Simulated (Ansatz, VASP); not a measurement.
One calculation of H, two programs

```
CELL_PARAMETERS angstrom
1.45687 0.00000 0.00000
0.00000 1.45687 0.00000
0.00000 0.00000 1.45687
ATOMIC_POSITIONS crystal
H 0.00000 0.00000 0.00000
```

Alike in both runs: task electric field gradients; functional PBE; k mesh 16 × 16 × 16; occupations fermi-dirac, width 0.08 eV; no spin polarisation.

|  | VASP | Ansatz |
| --- | --- | --- |
| version | VASP 6.6.1 | Ansatz 0.2.0 |
| potentials or method | VASP PAW PBE potentials, release 64 (H) | PAW with Ansatz's default frozen-core files, scalar-relativistic |
| plane-wave cutoff (eV) | 520 | 420 |
| valence electrons in the cell | 1 | 1 |

|  | VASP | Ansatz | Ansatz less VASP |
| --- | --- | --- | --- |
| pressure (GPa) | -0.5 | 0.0 | +0.46 |
| Vzz of the field gradient on the site that differs most (V/Å²) | 0.0 | 0.0 | 0.00 |
